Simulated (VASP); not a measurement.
Sb: relaxation of cell and atoms with LDA

The system is Sb.

```
CELL_PARAMETERS angstrom
2.15420 1.24373 3.75800
-2.15420 1.24373 3.75800
0.00000 -2.48746 3.75800
ATOMIC_POSITIONS crystal
Sb 0.23349 0.23349 0.23349
Sb 0.76651 0.76651 0.76651
```

```json
{"Program": "VASP 6.6.1", "Task": "relaxation of cell and atoms", "Functional": "LDA", "Potentials or basis": "VASP PAW LDA potentials, release 64 (Sb)", "Cutoff": "600 eV", "k mesh": "10 × 10 × 10", "Occupations": "methfessel-paxton, width 0.1 eV", "Spin": "no spin polarisation", "Target pressure": "6.4 GPa", "Further INCAR settings": "ALGO = Normal; EDIFF = 1e-06; IBRION = 2; EDIFFG = -0.01; NSW = 90; ISIF = 3"}
```

| Item | Value |
| --- | --- |
| Relaxed volume | 25.98 Å³/atom |
| Relaxed cell | a = 4.184 Å, b = 4.184 Å, c = 4.184 Å, α = 60.14°, β = 60.14°, γ = 60.14° |
| Space group after relaxing (to 0.05 Å) | Pm-3m (No. 221) |
| Energy change on relaxing (the enthalpy is what falls) | +57.4 meV/atom |
| Ionic steps | 26 |
| Pressure after relaxing | 6.4 GPa |
| Largest force after relaxing | 0.004 eV/Å |
| Band gap on the k mesh | none (metal or under the smearing width) |

Forces on the atoms (eV/Å):
```
Sb   0.000  0.000 -0.004
Sb   0.000  0.000  0.004
```

The path:
```
step  energy change (eV)  largest force (eV/Å)  pressure (GPa)  volume (Å³)
   1              0.0000                0.1054           -0.91        60.41
   2              0.4688                1.4082           17.64        49.15
   3              0.0851                0.6725            6.36        54.58
   4              0.0895                0.6853            6.54        54.46
   5              0.0836                0.3799            6.66        53.70
   6              0.1083                0.0911            7.10        52.50
   7              0.1183                0.0746            7.30        52.21
   8              0.1345                0.0684            7.66        51.79
   9              0.0616                0.0610            4.00        53.78
  10              0.1029                0.0163            6.26        52.50
  11              0.1029                0.0225            6.23        52.47
  12              0.1040                0.0546            6.16        52.38
  13              0.1186                0.0709            6.33        52.15
  14              0.1051                0.0628            6.16        52.35
  15              0.1219                0.0782            6.85        51.92
  16              0.1165                0.0742            6.63        52.05
  17              0.1174                0.0659            6.62        52.01
  18              0.1210                0.0326            6.65        51.89
  19              0.1230                0.0162            6.69        51.84
  20              0.1059                0.0129            5.90        52.25
  21              0.1093                0.0130            6.05        52.16
  22              0.1094                0.0199            6.08        52.14
  23              0.1110                0.0033            6.23        52.06
  24              0.1118                0.0070            6.26        52.04
  25              0.1180                0.0017            6.55        51.89
  26              0.1147                0.0044            6.40        51.97
```

Final structure:
```xyz
2
Lattice="2.0966 1.2105 3.4126 -2.0966 1.2105 3.4126 0.0000 -2.4210 3.4126" Properties=species:S:1:pos:R:3 pbc="T T T"
Sb    0.0000    0.0000    2.5605
Sb    0.0000    0.0000    7.6774
```

Levels at points of the mesh, in eV from the Fermi level:
```
           k point  band 2  band 3  band 4  band 5  band 6  band 7  band 8  band 9
(0.00, 0.00, 0.00)   -3.77   -1.94   -1.94   -1.89    3.54    3.56    3.56    4.61
(0.50, 0.00, 0.00)  -10.52   -0.78   -0.77   -0.76   -0.75    0.39    0.39    9.13
(0.50, 0.50, 0.00)   -7.44   -6.59   -4.21   -4.18    1.65    6.02    6.03    8.65
(0.50, 0.50, 0.50)  -10.50   -0.79   -0.79   -0.78   -0.78    0.35    0.36    9.16
```

Run time: 3.8 min on 1 thread of Intel(R) Xeon(R) 6975P-C (Granite Rapids) (shared host), peak memory 0.22 GiB.

Caveat: the cell is relaxed towards a set pressure, so the enthalpy falls and the energy may rise. LDA usually gives volumes a few per cent too small.
